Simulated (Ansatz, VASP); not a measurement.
# Cross-check of HfZnO3 between VASP and Ansatz, part 2 of 3

Aim: how closely do two programs agree when they are given the same cell, functional and k mesh? The cell is generated by rule, not measured, and may not be a known phase. The cell is taken from a series of runs on this material, whose earlier steps may have relaxed, scaled, displaced or heated it; both programs get it as it stands.

VASP 6.6.1 and Ansatz 0.2.0.

So far: The structure; Ansatz: zone-centre phonons, PBEsol.

### Step 3. VASP: zone-centre phonons, PBEsol

Level of this step: PBEsol; plane waves and PAW (Zn, Hf_pv, O); invented cell (VASP).

The same cell, functional and mesh now go to VASP, with its own data sets.

Lines of VASP's logs that name or quote its potential files are left out, and so is its time.

INCAR reads:

```
SYSTEM = HfZnO3
PREC = Accurate
ENCUT = 600
EDIFF = 1E-08
NELM = 120
ISMEAR = 0
SIGMA = 0.01
LREAL = .FALSE.
ALGO = Normal
GGA = PS
NBANDS = 50
LASPH = .TRUE.
LORBIT = 11
LWAVE = .FALSE.
LCHARG = .FALSE.
ISIF = 2
IBRION = 8
LEPSILON = .TRUE.
GGA_COMPAT = .FALSE.
EFERMI = MIDGAP
KPAR = 2
```

POSCAR reads:

```
HfZnO3
1.0
    3.8023688837      0.0000000000      0.0000000000
    0.0000000000      4.0069123418      4.0242992935
    0.0000000000     -4.0069123418      4.0242992935
Zn Hf O
2 2 6
Direct
    0.0000000000      0.4606337123      0.4606337123
    0.0000000000      0.0841957097      0.0841957097
    0.5000000000      0.5133740807      0.9886122332
    0.5000000000      0.9886122332      0.5133740807
    0.5000000000      0.6743871621      0.3431794352
    0.5000000000      0.3431794352      0.6743871621
    0.5000000000      0.8207370033      0.8207370033
    0.5000000000      0.1470690739      0.1470690739
    0.0000000000      0.4629905470      0.0903697348
    0.0000000000      0.0903697348      0.4629905470
```

KPOINTS reads:

```
Automatic mesh
0
Gamma
6 4 4
0 0 0
```

Potentials, in the order of the species: Zn, Hf_pv and O (PBE family, release 64).

Launch:

```sh
$ mpirun -np 2 vasp_std
```

What it wrote:

```text
[banner, memory and clock lines left out]
running    2 mpi-ranks, on    1 nodes
 distrk:  each k-point on    1 cores,    2 groups
 distr:  one band on    1 cores,    1 groups

 POSCAR found type information on POSCAR ZnHfO
 POSCAR found :  3 types and      10 ions
|                                                                             |
|               ----> ADVICE to this user running VASP <----                  |
|                                                                             |
|     You enforced a specific xc type in the INCAR file but a different       |
|     [... a line on the potential file left out ...]
|     I HOPE YOU KNOW WHAT YOU ARE DOING!                                     |
|                                                                             |

 LDA part: xc-table for (Slater+PW92), standard interpolation
 POSCAR, INCAR and KPOINTS ok, starting setup
 FFT: planning ... GRIDC
 FFT: planning ... GRID_SOFT
 FFT: planning ... GRID
 WAVECAR not read
 entering main loop
       N       E                     dE             d eps       ncg     rms          rms(c)
DAV:   1     0.928596081368E+03    0.92860E+03   -0.42126E+04  2800   0.211E+03
DAV:   2     0.481660868280E+02   -0.88043E+03   -0.82607E+03  3000   0.544E+02
DAV:   3    -0.872827859511E+02   -0.13545E+03   -0.13057E+03  3228   0.195E+02
DAV:   4    -0.936055217240E+02   -0.63227E+01   -0.62821E+01  3302   0.439E+01
DAV:   5    -0.937332477561E+02   -0.12773E+00   -0.12745E+00  3296   0.643E+00    0.895E+01
DAV:   6    -0.796428831164E+02    0.14090E+02   -0.56463E+01  4312   0.803E+01    0.728E+01
DAV:   7    -0.800925771997E+02   -0.44969E+00   -0.10784E+01  3184   0.180E+01    0.352E+01
DAV:   8    -0.800504667705E+02    0.42110E-01   -0.18699E+00  3662   0.848E+00    0.367E+00
DAV:   9    -0.799356690801E+02    0.11480E+00   -0.42690E-01  4416   0.607E+00    0.108E+00
DAV:  10    -0.799396668345E+02   -0.39978E-02   -0.10157E-01  3456   0.164E+00    0.715E-01
DAV:  11    -0.799393834263E+02    0.28341E-03   -0.49292E-03  3694   0.543E-01    0.277E-01
DAV:  12    -0.799392103844E+02    0.17304E-03   -0.18743E-03  4050   0.444E-01    0.601E-02
DAV:  13    -0.799392315862E+02   -0.21202E-04   -0.21565E-04  3232   0.103E-01    0.396E-02
DAV:  14    -0.799392353541E+02   -0.37679E-05   -0.33269E-05  4020   0.424E-02    0.422E-02
DAV:  15    -0.799392355268E+02   -0.17271E-06   -0.11481E-05  3540   0.221E-02    0.208E-02
DAV:  16    -0.799392357369E+02   -0.21007E-06   -0.53110E-06  3408   0.131E-02    0.298E-03
DAV:  17    -0.799392357938E+02   -0.56889E-07   -0.45092E-07  3752   0.575E-03    0.568E-03
DAV:  18    -0.799392357172E+02    0.76538E-07   -0.11450E-07  3844   0.306E-03    0.186E-03
DAV:  19    -0.799392357111E+02    0.60718E-08   -0.42103E-08  2740   0.982E-04
   1 F= -.79939236E+02 E0= -.79939236E+02  d E =0.000000E+00
 Linear response reoptimize wavefunctions to high precision
DAV:   1    -0.799392357184E+02   -0.72569E-08   -0.25706E-09  1660   0.465E-04
DAV:   2    -0.799392357185E+02   -0.10459E-09   -0.86876E-10  1542   0.190E-04
DAV:   3    -0.799392357186E+02   -0.83674E-10   -0.18368E-10  1530   0.840E-05
 Linear response G [H, r] |phi>, progress :
  Direction:   1
       N       E                     dE             d eps       ncg     rms
RMM:   1    -0.279701182697E+03   -0.27970E+03    0.21880E+03  4792   0.202E+02
RMM:   2    -0.273789237824E+03    0.59119E+01   -0.13104E+02  4666   0.488E+01
RMM:   3    -0.273549868674E+03    0.23937E+00   -0.12643E+01  4861   0.124E+01
RMM:   4    -0.273678978654E+03   -0.12911E+00   -0.10791E+00  5291   0.314E+00
RMM:   5    -0.273679927047E+03   -0.94839E-03   -0.19160E-01  5111   0.899E-01
RMM:   6    -0.273674878347E+03    0.50487E-02   -0.52388E-02  5296   0.292E-01
RMM:   7    -0.273673010862E+03    0.18675E-02   -0.21638E-02  5274   0.983E-02
RMM:   8    -0.273672040707E+03    0.97015E-03   -0.10339E-02  5414   0.361E-02
RMM:   9    -0.273671712051E+03    0.32866E-03   -0.66354E-03  5364   0.157E-02
RMM:  10    -0.273671579205E+03    0.13285E-03   -0.54439E-03  5410   0.840E-03
RMM:  11    -0.273671607871E+03   -0.28666E-04   -0.60627E-03  5156   0.579E-03
RMM:  12    -0.273671361192E+03    0.24668E-03   -0.32416E-03  4905   0.474E-03
RMM:  13    -0.273671305063E+03    0.56129E-04   -0.37749E-03  4512   0.431E-03
RMM:  14    -0.273671276359E+03    0.28704E-04   -0.38502E-03  4312   0.414E-03
RMM:  15    -0.273671285691E+03   -0.93321E-05   -0.37697E-03  4213   0.406E-03
RMM:  16    -0.273671282358E+03    0.33331E-05   -0.42372E-03  4229   0.403E-03
 Linear response G [H, r] |phi>, progress :
  Direction:   2
       N       E                     dE             d eps       ncg     rms
RMM:   1    -0.289620366412E+03   -0.28962E+03    0.18831E+03  4848   0.197E+02
RMM:   2    -0.273477063404E+03    0.16143E+02   -0.12539E+02  4567   0.471E+01
[...]
RMM:  21    -0.362410239287E+00    0.10250E-08    0.28764E-07  4081   0.870E-05    0.145E-07
RMM:  22    -0.362410239930E+00   -0.64272E-09    0.45253E-07  4080   0.870E-05    0.120E-07
RMM:  23    -0.362410239566E+00    0.36339E-09    0.32357E-07  4037   0.870E-05    0.135E-07
 first order change of Fermi-energy   0.98763E-04
 force on displaced ion       8 direction 1 : -17.835  -0.000  -0.002
 Born effective charge ion    8 direction 1 :  -2.131   0.000   0.001
[...]
RMM:   5    -0.371839652345E+00   -0.61031E-04   -0.64583E-05  4847   0.252E-02    0.211E-02
RMM:   6    -0.371758533008E+00    0.81119E-04   -0.85882E-06  4767   0.102E-02    0.121E-02
RMM:   7    -0.371747234672E+00    0.11298E-04   -0.16222E-06  4912   0.456E-03    0.277E-03
RMM:   8    -0.371747499185E+00   -0.26451E-06   -0.36003E-07  4766   0.171E-03    0.254E-03
RMM:   9    -0.371746982491E+00    0.51669E-06   -0.16268E-07  4927   0.768E-04    0.466E-04
RMM:  10    -0.371747249714E+00   -0.26722E-06   -0.12381E-07  4863   0.407E-04    0.204E-04
RMM:  11    -0.371748103636E+00   -0.85392E-06   -0.18306E-07  5035   0.216E-04    0.860E-05
RMM:  12    -0.371748362506E+00   -0.25887E-06   -0.76472E-08  4993   0.133E-04    0.458E-05
RMM:  13    -0.371748360890E+00    0.16160E-08   -0.12280E-07  5218   0.111E-04    0.102E-05
RMM:  14    -0.371748373259E+00   -0.12369E-07   -0.81561E-08  5262   0.101E-04    0.267E-06
RMM:  15    -0.371748375753E+00   -0.24942E-08   -0.12854E-07  4703   0.984E-05    0.199E-06
RMM:  16    -0.371748373804E+00    0.19493E-08   -0.87384E-08  4366   0.973E-05    0.109E-06
 first order change of Fermi-energy  -0.38760E+00
 force on displaced ion       8 direction 3 :   0.000  -0.000  -7.857
 Born effective charge ion    8 direction 3 :   0.000   0.000  -1.732
 Linear response progress:
  Degree of freedom:  19/ 21
       N       E                     dE             d eps       ncg     rms          rms(c)
RMM:   1    -0.386121774479E+00   -0.38612E+00    0.50056E-01 11770   0.273E+00
RMM:   2    -0.369667500468E+00    0.16454E-01   -0.21355E-02  8588   0.570E-01    0.140E+00
RMM:   3    -0.371173029557E+00   -0.15055E-02   -0.28420E-03  8531   0.193E-01    0.802E-01
RMM:   4    -0.373473351821E+00   -0.23003E-02   -0.10619E-03  7913   0.129E-01    0.647E-02
RMM:   5    -0.373382592844E+00    0.90759E-04   -0.84709E-05  9018   0.348E-02    0.352E-02
RMM:   6    -0.373301671674E+00    0.80921E-04   -0.71013E-06  8975   0.104E-02    0.229E-02
RMM:   7    -0.373260118863E+00    0.41553E-04   -0.82546E-07  8230   0.401E-03    0.658E-03
RMM:   8    -0.373257624128E+00    0.24947E-05   -0.11588E-07  9202   0.132E-03    0.379E-03
RMM:   9    -0.373259316975E+00   -0.16928E-05   -0.15041E-08  9327   0.415E-04    0.228E-03
RMM:  10    -0.373263230126E+00   -0.39132E-05   -0.20360E-08  8688   0.348E-04    0.475E-04
RMM:  11    -0.373263608217E+00   -0.37809E-06   -0.82591E-09  9478   0.141E-04    0.196E-04
RMM:  12    -0.373263663111E+00   -0.54894E-07    0.33906E-08  9649   0.904E-05    0.124E-04
RMM:  13    -0.373263674184E+00   -0.11072E-07    0.59961E-08  9802   0.761E-05    0.100E-05
RMM:  14    -0.373263687371E+00   -0.13187E-07    0.40272E-08  9554   0.698E-05    0.373E-06
RMM:  15    -0.373263684522E+00    0.28485E-08    0.44156E-08  8430   0.676E-05    0.358E-06
 first order change of Fermi-energy   0.30721E-04
 force on displaced ion       9 direction 1 : -25.254  -0.013   0.004
 Born effective charge ion    9 direction 1 :  -4.012   0.000  -0.000
 Linear response progress:
  Degree of freedom:  20/ 21
       N       E                     dE             d eps       ncg     rms          rms(c)
RMM:   1    -0.380692328645E+00   -0.38069E+00    0.43012E-01  8991   0.247E+00
RMM:   2    -0.370075395543E+00    0.10617E-01   -0.14232E-02  6471   0.520E-01    0.790E-01
RMM:   3    -0.371207501756E+00   -0.11321E-02   -0.20314E-03  6562   0.168E-01    0.462E-01
RMM:   4    -0.372891999644E+00   -0.16845E-02   -0.10244E-03  6329   0.126E-01    0.582E-02
RMM:   5    -0.372765971494E+00    0.12603E-03   -0.97291E-05  6788   0.375E-02    0.355E-02
RMM:   6    -0.372650777007E+00    0.11519E-03   -0.30776E-05  6897   0.153E-02    0.860E-03
RMM:   7    -0.372647414783E+00    0.33622E-05   -0.40156E-06  7043   0.438E-03    0.385E-03
RMM:   8    -0.372639446339E+00    0.79684E-05    0.15164E-06  7137   0.174E-03    0.173E-03
RMM:   9    -0.372632443654E+00    0.70027E-05    0.28173E-07  6960   0.816E-04    0.839E-04
RMM:  10    -0.372632996325E+00   -0.55267E-06   -0.16130E-07  7189   0.361E-04    0.258E-04
RMM:  11    -0.372634027208E+00   -0.10309E-05    0.27170E-08  6919   0.203E-04    0.104E-04
RMM:  12    -0.372634133782E+00   -0.10657E-06    0.18612E-08  7460   0.106E-04    0.421E-05
RMM:  13    -0.372634229335E+00   -0.95553E-07    0.61273E-08  7532   0.794E-05    0.158E-05
RMM:  14    -0.372634264000E+00   -0.34665E-07    0.36795E-08  7583   0.668E-05    0.776E-06
RMM:  15    -0.372634245591E+00    0.18409E-07    0.47779E-08  7628   0.627E-05    0.278E-06
RMM:  16    -0.372634238577E+00    0.70142E-08    0.21682E-08  6815   0.604E-05    0.135E-06
 first order change of Fermi-energy  -0.18934E+00
 force on displaced ion       9 direction 2 :   0.000  -9.525   0.932
 Born effective charge ion    9 direction 2 :   0.000  -1.875   0.190
 Linear response progress:
  Degree of freedom:  21/ 21
       N       E                     dE             d eps       ncg     rms          rms(c)
RMM:   1    -0.379127501663E+00   -0.37913E+00    0.42974E-01  9008   0.245E+00
RMM:   2    -0.369236585774E+00    0.98909E-02   -0.13179E-02  6302   0.531E-01    0.364E-01
RMM:   3    -0.370373200117E+00   -0.11366E-02   -0.19302E-03  6591   0.165E-01    0.201E-01
RMM:   4    -0.371693815667E+00   -0.13206E-02   -0.72447E-04  6429   0.102E-01    0.518E-02
RMM:   5    -0.371869003161E+00   -0.17519E-03   -0.77869E-05  6989   0.327E-02    0.253E-02
RMM:   6    -0.371766573355E+00    0.10243E-03   -0.88429E-06  6741   0.137E-02    0.474E-03
RMM:   7    -0.371757101015E+00    0.94723E-05   -0.12055E-06  6912   0.426E-03    0.205E-03
RMM:   8    -0.371753459357E+00    0.36417E-05   -0.52716E-07  7053   0.151E-03    0.100E-03
RMM:   9    -0.371749540259E+00    0.39191E-05   -0.10796E-07  7056   0.638E-04    0.469E-04
RMM:  10    -0.371750964148E+00   -0.14239E-05    0.26276E-09  7094   0.284E-04    0.156E-04
RMM:  11    -0.371751529544E+00   -0.56540E-06   -0.23268E-08  7095   0.157E-04    0.478E-05
RMM:  12    -0.371751542878E+00   -0.13334E-07    0.62659E-09  7394   0.889E-05    0.252E-05
RMM:  13    -0.371751525843E+00    0.17035E-07   -0.64681E-08  7497   0.676E-05    0.913E-06
RMM:  14    -0.371751528710E+00   -0.28673E-08    0.18333E-08  7635   0.584E-05    0.440E-06
 first order change of Fermi-energy   0.88227E-01
 force on displaced ion       9 direction 3 :   0.000   0.932  -6.060
 Born effective charge ion    9 direction 3 :   0.000  -0.116  -1.705
 Born effective charges drift removed
 Linear response finished
```

(Continued in part 3 of 3.)

[Lines on the potential files, build, host, timing and source positions are cut from VASP's logs without a mark.]

[Logs are printed without paths, hosts, clocks, repeated set-up lines and the standing remarks that a program may print on its own settings, such as how far it seeks lower states.]

[Hosts, paths, dates, database ids (printed as entryN), source tags and the programs' standing remarks are cut or masked in the printed files.]
